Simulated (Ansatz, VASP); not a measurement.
# Cross-check of GaP between VASP and Ansatz, part 2 of 2

Aim: how closely do two programs agree when they are given the same cell, functional and k mesh? The cell is taken from a series of VASP runs on this material, whose earlier steps may have relaxed, scaled or displaced it; both programs get it as it stands.

VASP 6.6.1 and Ansatz 0.2.0.

So far, gap on path (eV): step 4 (differences) 1.85.

## 5. VASP: band structure, r2SCAN, spin-orbit coupling

Level of this step: r2SCAN, spin-orbit coupling; plane waves and PAW (Ga_d, P) (VASP).

Levels along a path test the potential and the projectors away from the mesh points.

File INCAR:

```
SYSTEM = GaP
PREC = Accurate
ENCUT = 350
EDIFF = 1E-06
NELM = 100
ISMEAR = 0
SIGMA = 0.03
LREAL = .FALSE.
ALGO = Normal
METAGGA = R2SCAN
LASPH = .TRUE.
LNONCOLLINEAR = .TRUE.
MAGMOM = 0 0 0 0 0 0
NBANDS = 30
GGA_COMPAT = .FALSE.
LSORBIT = .TRUE.
LORBIT = 11
LWAVE = .FALSE.
LCHARG = .FALSE.
KPAR = 4
```

File POSCAR:

```
GaP
1.0
    0.0000000000      2.7252500000      2.7252500000
    2.7252500000      0.0000000000      2.7252500000
    2.7252500000      2.7252500000      0.0000000000
Ga P
1 1
Direct
    0.0000000000      0.0000000000      0.0000000000
    0.7500000000      0.7500000000      0.7500000000
```

File KPOINTS:

```
Automatic mesh
0
Gamma
6 6 6
0 0 0
```

File KPOINTS_OPT:

```
Line mode
10
Line-mode
Reciprocal
  0.00000000   0.00000000   0.00000000 GAMMA
  0.50000000   0.00000000   0.50000000 X

  0.50000000   0.00000000   0.50000000 X
  0.50000000   0.25000000   0.75000000 W

  0.50000000   0.25000000   0.75000000 W
  0.37500000   0.37500000   0.75000000 K

  0.37500000   0.37500000   0.75000000 K
  0.00000000   0.00000000   0.00000000 GAMMA

  0.00000000   0.00000000   0.00000000 GAMMA
  0.50000000   0.50000000   0.50000000 L

  0.50000000   0.50000000   0.50000000 L
  0.62500000   0.25000000   0.62500000 U

  0.62500000   0.25000000   0.62500000 U
  0.50000000   0.25000000   0.75000000 W

  0.50000000   0.25000000   0.75000000 W
  0.50000000   0.50000000   0.50000000 L

  0.50000000   0.50000000   0.50000000 L
  0.37500000   0.37500000   0.75000000 K

  0.62500000   0.25000000   0.62500000 U
  0.50000000   0.00000000   0.50000000 X
```

The projector-augmented-wave data sets are Ga_d and P (PBE family, release 64).

Started as:

```
$ mpirun -np 4 vasp_ncl
```

Numbers of over 12 decimals in the logs are rounded to 6 here.

Output:

```text
[banner, memory and clock lines left out]
running    4 mpi-ranks, on    1 nodes
[...]
[... a notice as in an earlier step ...]

 LDA part: xc-table for (None), standard interpolation
 POSCAR, INCAR and KPOINTS ok, starting setup
[...]
entering main loop
       N       E                     dE             d eps       ncg     rms          rms(c)
DAV:   1     0.100340145761E+03    0.10034E+03   -0.69779E+03  1442   0.147E+03
DAV:   2    -0.883244772073E+01   -0.10917E+03   -0.10317E+03  1412   0.380E+02
DAV:   3    -0.232674207795E+02   -0.14435E+02   -0.14277E+02  1548   0.105E+02
DAV:   4    -0.237251464654E+02   -0.45773E+00   -0.45699E+00  1620   0.206E+01
[...]
DAV:  11    -0.214547539839E+02    0.14478E-04   -0.89324E-06  1842   0.394E-02    0.255E-02
DAV:  12    -0.214547542756E+02   -0.29168E-06   -0.17060E-05  1458   0.467E-02    0.322E-03
DAV:  13    -0.214547552036E+02   -0.92801E-06   -0.14041E-06  1516   0.191E-02
   1 F= -.21454755E+02 E0= -.21454755E+02  d E =-.105026E-24  mag=    -0.0000     0.0000    -0.0000
 Start KPOINTS_OPT (optional k-point list driver)
k-point batch [1-22\100]
       N       E                     dE             ncg
DAV:   1     0.227158200940E+03   -0.86401E+04     1462
DAV:   2    -0.214230855069E+04   -0.23695E+04     1408
DAV:   3    -0.243787955750E+04   -0.29557E+03     1608
DAV:   4    -0.244616227250E+04   -0.82827E+01     1650
DAV:   5    -0.244633934128E+04   -0.17707E+00     1634
DAV:   6    -0.244634811357E+04   -0.87723E-02     2020
DAV:   7    -0.244634818248E+04   -0.68907E-04     1678
DAV:   8    -0.244634818333E+04   -0.85308E-06     1382
[...]
k-point batch [89-100\100]
       N       E                     dE             ncg
DAV:   1     0.474442342546E+04   -0.63387E+04      802
DAV:   2     0.345056443271E+04   -0.12939E+04      754
DAV:   3     0.328110898335E+04   -0.16946E+03      860
DAV:   4     0.327596775862E+04   -0.51412E+01      866
DAV:   5     0.327586755125E+04   -0.10021E+00      910
DAV:   6     0.327586203888E+04   -0.55124E-02     1058
DAV:   7     0.327586194386E+04   -0.95021E-04      966
DAV:   8     0.327586194035E+04   -0.35149E-05      726
DAV:   9     0.327586194025E+04   -0.10293E-06      574
```

From OUTCAR (step 5):

```text
  Total       -0.0022150     -0.0022150     -0.0022150     -0.0000000      0.0000000      0.0000000
  in kB       -0.0876668     -0.0876668     -0.0876668     -0.0000000      0.0000000      0.0000000
  external PRESSURE =      -0.0876668 kB  Pullay stress =       0.0000000 kB

 POSITION                                       TOTAL-FORCE (eV/Angst)
 -----------------------------------------------------------------------------------
      0.00000      0.00000      0.00000        -0.000000     -0.000000      0.000000
      4.08788      4.08788      4.08788         0.000000      0.000000     -0.000000
 -----------------------------------------------------------------------------------
    total drift:                                0.000008      0.000008      0.000008

  FREE ENERGIE OF THE ION-ELECTRON SYSTEM (eV)
  ---------------------------------------------------
  free  energy   TOTEN  =       -21.4547552036 eV

  energy  without entropy=      -21.4547552036  energy(sigma->0) =      -21.45475520

 magnetization (x)
# of ion       s       p       d       tot
------------------------------------------
    1        0.000   0.000   0.000   0.000
    2        0.000   0.000   0.000   0.000
--------------------------------------------------
tot          0.000   0.000   0.000   0.000

 magnetization (y)
# of ion       s       p       d       tot
------------------------------------------
    1        0.000   0.000   0.000   0.000
    2        0.000   0.000   0.000   0.000
--------------------------------------------------
tot          0.000   0.000   0.000   0.000

 magnetization (z)
# of ion       s       p       d       tot
------------------------------------------
    1        0.000   0.000   0.000   0.000
    2       -0.000  -0.000   0.000  -0.000
--------------------------------------------------
tot         -0.000  -0.000   0.000  -0.000

[... 1 part as in an earlier step ...]

[... 2 further parts left out ...]
[key lines of the parts left out:]
E-fermi :   4.7025
```

The run ends at a pressure of -0.01 GPa.

## 6. Ansatz: band structure, r2SCAN, spin-orbit coupling

The same cell, functional, mesh and smearing now go to Ansatz, which takes its cutoff from its data sets.

The cell is taken from a series of VASP runs on this material, whose earlier steps may have relaxed, scaled or displaced it; both programs get it as it stands.

File input.yaml:

```yaml
crystal:
  lattice:
    - [0.0, 2.72525, 2.72525]
    - [2.72525, 0.0, 2.72525]
    - [2.72525, 2.72525, 0.0]
  atoms:
    - { symbol: Ga, position: [0.0, 0.0, 0.0] }
    - { symbol: P, position: [0.75, 0.75, 0.75] }
hamiltonian:
  xc: r2scan
  pseudopotentials: { kind: paw_fr }
magnetization:
  noncollinear: true
  spin_orbit: true
kpoints:
  mp_grid: { grid: [6, 6, 6] }
  band_path:
    path:
      - [0.0, 0.0, 0.0]
      - [0.16667, 0.0, 0.16667]
      - [0.33333, 0.0, 0.33333]
      - [0.44444, 0.0, 0.44444]
      - [0.5, 0.0, 0.5]
      - [0.5, 0.08333, 0.58333]
      - [0.5, 0.19444, 0.69444]
      - [0.5, 0.25, 0.75]
      - [0.45833, 0.29167, 0.75]
      - [0.40278, 0.34722, 0.75]
      - [0.375, 0.375, 0.75]
      - [0.20833, 0.20833, 0.41667]
      - [0.08333, 0.08333, 0.16667]
      - [0.0, 0.0, 0.0]
      - [0.22222, 0.22222, 0.22222]
      - [0.38889, 0.38889, 0.38889]
      - [0.51389, 0.47222, 0.51389]
      - [0.55556, 0.38889, 0.55556]
      - [0.61111, 0.27778, 0.61111]
      - [0.61111, 0.25, 0.63889]
      - [0.56944, 0.25, 0.68056]
      - [0.51389, 0.25, 0.73611]
      - [0.5, 0.27778, 0.72222]
      - [0.5, 0.38889, 0.61111]
      - [0.5, 0.47222, 0.52778]
      - [0.48611, 0.48611, 0.52778]
      - [0.43056, 0.43056, 0.63889]
      - [0.38889, 0.38889, 0.72222]
      - [0.59722, 0.19444, 0.59722]
      - [0.55556, 0.11111, 0.55556]
      - [0.5, 0.0, 0.5]
    npoints: 1
scf:
  occupations: { method: gaussian, width: 0.03 }
  n_extra_bands: 14
output:
  forces: true
  stress: true
  eigenvalues: true
```

Started as:

```
$ ansatz run input.yaml --threads 2 --pin off --max-ram 4608MiB --backend cpu --events-out ev --progress --plain --runs-dir out
```

Output:

```text
[...]
non-collinear run that drives no moment, with spin-orbit: no starting moment large enough to seed its density (crystal.atoms[].spin), no starting occupations that ask for one, no magnetisation constraint and no magnetic field, so the semilocal B_xc is pinned to zero
Crystal: 2 atoms, lattice volume = 40.481 Å³
[...]
k-point 1: bands = [... 14 lower, 6.4880, 6.4880, 6.5452, 6.5495, 9.7310, 9.7310, 11.5961, 11.5961, ... 10 higher]
  k-point 2: bands = [... 14 lower, 5.9226, 5.9226, 5.9860, 5.9897, 9.1795, 9.1795, 12.0031, 12.0031, ... 10 higher]
  k-point 15: bands = [... 14 lower, 3.3873, 3.4031, 3.4991, 3.5426, 10.6734, 10.6983, 10.8855, 10.8978, ... 10 higher]
[key lines of the parts left out:]
SCF converged after 7 iterations
Magnetization: |M| = 0.0000 μB,  M = (+0.0000, +0.0000, +0.0000) μB
Free energy (F): -4547.756545 eV
Fermi energy:    7.870238 eV
P = ⅓ Tr σ = 0.0586 GPa (0.586 kbar)
```

Elapsed: 20 s, on 2 threads of Arm Neoverse N1, shared host; peak memory 0.54 GiB.

## 7. Side by side

What differs besides the data sets and the points named for the pairs above, as far as they apply: spin-orbit coupling enters by fully relativistic files in Ansatz and inside the spheres in VASP. Total energies have different zeros and are not compared.

Both answers:

```csv
quantity,Ansatz,VASP,difference
pressure (GPa),0.06,-0.01,+0.07
gap over the path points (eV),1.821,1.828,-0.007
```

Levels at points of the path, from each program's valence-band top (eV; 6 filled, then empty):

```
k (reciprocal lattice)                                                               Ansatz                                                                 VASP
     0.000 0.000 0.000        -0.08 -0.08 0.00 0.00 0.00 0.00 2.34 2.34 4.03 4.03 4.20 4.20        -0.08 -0.08 0.00 0.00 0.00 0.00 2.32 2.32 4.05 4.05 4.22 4.22
     0.167 0.000 0.167    -2.27 -2.27 -1.09 -1.09 -1.05 -1.05 3.03 3.03 4.25 4.25 5.71 5.71    -2.28 -2.28 -1.08 -1.08 -1.05 -1.05 3.04 3.04 4.24 4.24 5.73 5.73
     0.333 0.000 0.333    -5.18 -5.18 -2.36 -2.36 -2.34 -2.34 1.98 1.98 3.21 3.21 8.66 8.66    -5.19 -5.19 -2.36 -2.36 -2.33 -2.33 1.99 1.99 3.21 3.21 8.69 8.69
     0.444 0.000 0.444  -6.71 -6.71 -2.79 -2.79 -2.77 -2.77 1.82 1.82 2.26 2.26 10.70 10.70  -6.71 -6.71 -2.78 -2.78 -2.76 -2.76 1.83 1.83 2.27 2.27 10.74 10.74
     0.500 0.000 0.500  -6.99 -6.99 -2.84 -2.84 -2.82 -2.82 1.88 1.88 2.06 2.06 11.23 11.23  -6.99 -6.99 -2.84 -2.84 -2.82 -2.82 1.88 1.88 2.07 2.07 11.27 11.27
     0.500 0.083 0.583  -6.94 -6.93 -3.10 -3.08 -3.06 -3.03 2.41 2.43 2.61 2.62 10.00 10.02  -6.94 -6.93 -3.09 -3.08 -3.05 -3.03 2.42 2.44 2.62 2.63 10.03 10.05
     0.500 0.194 0.694    -6.80 -6.79 -3.65 -3.64 -3.52 -3.47 4.27 4.29 4.48 4.50 7.34 7.38    -6.80 -6.79 -3.65 -3.63 -3.51 -3.47 4.27 4.30 4.50 4.51 7.35 7.41
     0.500 0.250 0.750    -6.77 -6.76 -3.75 -3.73 -3.60 -3.55 5.00 5.00 5.25 5.28 6.47 6.51    -6.77 -6.76 -3.74 -3.73 -3.59 -3.54 5.01 5.01 5.26 5.29 6.48 6.53
     0.458 0.292 0.750    -6.77 -6.75 -3.92 -3.90 -3.23 -3.20 4.07 4.08 5.24 5.25 6.93 6.98    -6.77 -6.75 -3.91 -3.90 -3.23 -3.20 4.08 4.09 5.25 5.26 6.95 6.99
     0.403 0.347 0.750    -6.77 -6.76 -4.10 -4.08 -2.52 -2.51 2.66 2.67 5.16 5.17 8.23 8.25    -6.77 -6.76 -4.09 -4.07 -2.52 -2.51 2.67 2.68 5.17 5.18 8.26 8.28
```

Among the levels compared at these points, filled levels agree within 8 meV and empty ones within 38 meV. Ansatz's pressure holds a Pulay correction of 0.04 GPa; VASP's holds none.

## 8. VASP: dielectric response, LDA

The response to a field tests empty states and converges slowly with the mesh.

File INCAR:

```
SYSTEM = GaP
PREC = Accurate
ENCUT = 350
EDIFF = 1E-08
NELM = 100
ISMEAR = 0
SIGMA = 0.01
LREAL = .FALSE.
ALGO = Normal
GGA = CA
NBANDS = 15
LORBIT = 11
LWAVE = .FALSE.
LCHARG = .FALSE.
KPAR = 4
LEPSILON = .TRUE.
```

POSCAR is that of step 5.

File KPOINTS:

```
Automatic mesh
0
Gamma
10 10 10
0 0 0
```

Potentials, in the order of the species: Ga_d and P (LDA family, release 64).

Started as:

```
$ mpirun -np 4 vasp_std
```

Output:

```text
[banner, memory and clock lines left out]
running    4 mpi-ranks, on    1 nodes
[...]
LDA part: xc-table for (Slater(with rela. corr.)+CA(PZ))
 , standard interpolation
 POSCAR, INCAR and KPOINTS ok, starting setup
[...]
entering main loop
       N       E                     dE             d eps       ncg     rms          rms(c)
DAV:   1     0.681651646746E+02    0.68165E+02   -0.75252E+03  1440   0.139E+03
DAV:   2    -0.558507901613E+01   -0.73750E+02   -0.70830E+02  1564   0.266E+02
DAV:   3    -0.106772185668E+02   -0.50921E+01   -0.50757E+01  1781   0.614E+01
DAV:   4    -0.107586381097E+02   -0.81420E-01   -0.81396E-01  1746   0.840E+00
[...]
DAV:  12    -0.104424839309E+02    0.18544E-06   -0.47769E-07  1765   0.711E-03    0.456E-03
DAV:  13    -0.104424839127E+02    0.18191E-07   -0.18532E-07  1844   0.410E-03    0.800E-04
DAV:  14    -0.104424839131E+02   -0.43110E-09   -0.75156E-09  1246   0.108E-03
   1 F= -.10442484E+02 E0= -.10442484E+02  d E =-.275919E-11
[...]
Linear response to external field, progress :
  Direction:   2
       N       E                     dE             d eps       ncg     rms          rms(c)
RMM:   1    -0.143247313865E+00   -0.14325E+00    0.51271E+00  5614   0.822E+00
RMM:   2    -0.122062819473E+01   -0.10774E+01   -0.68663E-02 10208   0.176E+00    0.150E+00
RMM:   3    -0.117433812122E+01    0.46290E-01   -0.31627E-02 10285   0.102E+00    0.867E-01
RMM:   4    -0.119646387250E+01   -0.22126E-01   -0.27703E-02 10395   0.951E-01    0.157E-01
[...]
RMM:  11    -0.120687895796E+01    0.37028E-05   -0.58124E-08 10664   0.663E-04    0.776E-05
RMM:  12    -0.120687774453E+01    0.12134E-05   -0.15676E-07  7806   0.248E-04    0.313E-05
RMM:  13    -0.120687706135E+01    0.68319E-06   -0.34666E-08  4843   0.117E-04    0.416E-06
 change of polarisation eV/A/(eV/A) component  2 :     0.664     2.288     0.366
 dielectric tensor                  component  2 :     2.969    11.226     1.637
 Linear response to external field, progress :
  Direction:   3
       N       E                     dE             d eps       ncg     rms          rms(c)
RMM:   1    -0.143758624254E+00   -0.14376E+00    0.51220E+00  5615   0.822E+00
RMM:   2    -0.122064994249E+01   -0.10769E+01   -0.68520E-02 10206   0.176E+00    0.150E+00
[... the rest is left out ...]
```

From OUTCAR (step 8):

```text
  Total       -0.7062278     -0.7062278     -0.7062278     -0.0000000      0.0000000     -0.0000000
  in kB      -27.9515788    -27.9515788    -27.9515788     -0.0000000      0.0000000     -0.0000000
  external PRESSURE =     -27.9515788 kB  Pullay stress =       0.0000000 kB

 POSITION                                       TOTAL-FORCE (eV/Angst)
 -----------------------------------------------------------------------------------
      0.00000      0.00000      0.00000         0.000000     -0.000000     -0.000000
      4.08788      4.08788      4.08788        -0.000000      0.000000      0.000000
 -----------------------------------------------------------------------------------
    total drift:                                0.000000      0.000000     -0.000001

 MACROSCOPIC STATIC DIELECTRIC TENSOR (including local field effects in DFT)
 ------------------------------------------------------
          11.225571     0.000000     0.000000
          -0.000000    11.225571    -0.000000
          -0.000000    -0.000000    11.225571
 ------------------------------------------------------

[... 1 part as in an earlier step ...]

[... 1 further part left out ...]
```

The gap is read on the k-mesh alone, so it is an upper bound where the band edges lie off the mesh. Energies printed during the response cycles are not total energies of the cell. The dielectric response converges more slowly with the mesh than energies do, so tensor and charges may still move on a finer one.

## 9. Ansatz: dielectric response, LDA

The same cell, functional (in two slightly different forms) and mesh now go to Ansatz, which takes its cutoff from its data sets.

The cell is taken from a series of VASP runs on this material, whose earlier steps may have relaxed, scaled or displaced it; both programs get it as it stands.

File input.yaml:

```yaml
crystal:
  lattice:
    - [0.0, 2.72525, 2.72525]
    - [2.72525, 0.0, 2.72525]
    - [2.72525, 2.72525, 0.0]
  atoms:
    - { symbol: Ga, position: [0.0, 0.0, 0.0] }
    - { symbol: P, position: [0.75, 0.75, 0.75] }
hamiltonian:
  xc: lda
  pseudopotentials: { kind: paw }
kpoints:
  mp_grid: { grid: [10, 10, 10] }
scf:
  occupations: { method: fixed }
dielectric:
  method: response
```

Started as:

```
$ ansatz run input.yaml --threads 2 --pin off --max-ram 4608MiB --backend cpu --events-out ev --progress --plain --runs-dir out
```

Output:

```text
[...]
Crystal: 2 atoms, lattice volume = 40.481 Å³
Basis set: ecut = 420 eV, 749 PW (Γ), exchange–correlation on 54×54×54 points (8 copies of the dense FFT grid, shifted against one another)
Bands: 13, of which v1, the nominal top of the filled ones, is band 9 counted from 1 (8 counted from 0)
Symmetry: 24 space group operations
k-points: 171 of 1000 (irreducible under 4 space group operations, time reversal used)
[...]
site 0:
         2.10152   -0.00000   -0.00000
         0.00000    2.10152    0.00000
         0.00000    0.00000    2.10152
    site 1:
        -2.10152    0.00000    0.00000
        -0.00000   -2.10152   -0.00000
        -0.00000   -0.00000   -2.10152
  Z* charge neutrality: 1.119e-4 e pre-enforcement
  solved inside a basis spanned on kpoints, on 12×12×12 k-points transformed towards the longest dipole: ε∞ is read to err by 3.0e-2, Z* by 1.4e-2 e (field_mesh: kpoints solves on kpoints); Z* is corrected for what the basis lacks
[key lines of the parts left out:]
SCF converged after 8 iterations
Free energy (F): -4433.756375 eV
Fermi energy:    6.839723 eV
```

Wall time 58 s (2 threads); peak memory 0.62 GiB.

## 10. Differences

What differs besides the data sets and the points named for the pairs above, as far as they apply: the two LDA forms differ slightly; VASP's response is taken on the typed mesh, Ansatz refines its own for the field response alone; the cutoff is 420 eV in Ansatz and 350 eV in VASP; VASP's log shows a relativistic correction to its local exchange, Ansatz's none. Total energies have different zeros and are not compared.

Compared:

```csv
quantity,Ansatz,VASP,difference
ε∞ xx,10.92,11.23,-2.75 %
ε∞ yy,10.92,11.23,-2.75 %
ε∞ zz,10.92,11.23,-2.75 %
Born charge of Ga1 (mean of the diagonal) (e),2.10,2.13,-0.03
Born charge of P2 (mean of the diagonal) (e),-2.10,-2.13,+0.03
```

## 11. Outcome

| Item | Value |
| --- | --- |
| difference in gap over the path points (band structure, r2SCAN) | -0.0074 eV |
| difference in gap over the path points (band structure, r2SCAN, spin-orbit coupling) | -0.0071 eV |
| difference in ε∞ xx (dielectric response, LDA) | -2.7 % |

What this shows: The difference in ε∞ xx is -2.7 % (dielectric response, LDA), within the 5 % picked in this series as the mark of a large difference. 3 further runs of this series are not shown here. Such differences can come from data sets, numerical settings and the points named under the comparisons, not from the functional's error against experiment.

[Lines on the potential files, build, host, timing and source positions are cut from VASP's logs without a mark.]

[Logs are printed without paths, hosts, clocks, repeated set-up lines and the standing remarks that a program may print on its own settings, such as how far it seeks lower states.]

[Hosts, paths, dates, database ids (printed as entryN), source tags and the programs' standing remarks are cut or masked in the printed files.]
